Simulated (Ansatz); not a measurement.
## Zone-centre phonons of Ru at 8 GPa: input and output

The calculation used DFT PBEsol, scalar-relativistic, plane waves, PAW (Ansatz).

Launched with:
```bash
ansatz run input.yaml --threads 1 --pin off --max-ram 3072MiB --backend cpu --events-out ev --progress --plain --runs-dir out
```

Input (bare energies are in eV):
```yaml
crystal:
  lattice:
    - [2.6710887626, 0.0, 0.0]
    - [-1.3355443813, 2.3132307242, 0.0]
    - [0.0, 0.0, 4.2232267454]
  atoms:
    - { symbol: Ru, position: [0.3333333333, 0.6666666667, 0.25] }
    - { symbol: Ru, position: [0.6666666667, 0.3333333333, 0.75] }
basis:
  ecutwfc: 420
kpoints:
  mp_grid: { grid: [18, 18, 10] }
hamiltonian:
  xc: pbesol
scf:
  occupations: { method: fermi_dirac, width: 0.15 }
output:
  eigenvalues: true
phonons:
  method: dfpt
  eigenvectors: true
```

The end of the output:
```
--- Phonons (Γ-DFPT): 2 representative perturbations + reference, on 546 of 3240 k-points (Σ response iterations 7) ---
  k mesh reduced under 4 symmetry operations, with k and −k counted as one. Each operation leaves every solved displacement unchanged or reverses it
  ASR residual: 1.440e-3 → 0.000e0 eV/Å²; symmetrization residual: 3.428e-13 eV/Å²
  ASR residual per site (eV/Å²): 1.44e-3 1.44e-3
  Γ frequencies (cm⁻¹): 0.00 0.00 0.00 206.25 206.25 277.90
  non-analytic LO–TO correction: not included (Born effective charges unavailable; polar crystals: no LO–TO splitting at Γ)
```

Time: 25 s on 1 thread of AMD EPYC 9R45 96-Core Processor (Zen 5), with other jobs on the host, peak memory 1.1 GiB.

In a metal, frequencies and elastic constants depend on the k mesh and the smearing, soft modes and shear constants most.